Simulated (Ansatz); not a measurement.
Moving the screening of exact exchange in C

The structure is cubic, space group Fd-3m (No. 227). Conventional cell: a = 3.567 Å, b = 3.567 Å, c = 3.567 Å, α = 90.00°, β = 90.00°, γ = 90.00°. C (site symmetry -43m) has 4 C at 1.54 Å as nearest neighbours.

Kept alike: task single point; functional HSE06 form with a typed share of exact exchange; k mesh 7 × 7 × 7; occupations fermi-dirac, width 0.05 eV; no spin polarisation. Program: Ansatz, Ansatz PAW, cutoff 420 eV. Exact-exchange share held at 0.25. The mesh is that of the run's cell of 2 atoms. No spin-orbit coupling.

```csv
"screening of exact exchange, ω (Å⁻¹)",pressure (GPa)
0.1,-8.46
0.15,-8.36
0.2,-8.20
0.3,-7.73
0.4,-7.11
0.6,-5.62
```

The k mesh is coarse, so the values aren't converged. Pressure is positive in compression, with a Pulay correction for the finite cutoff. All rows use potentials made for PBE. The mesh is thin for exact exchange.

The pressure rises from -8.46 to -5.62 GPa between 0.1 and 0.6 Å⁻¹.
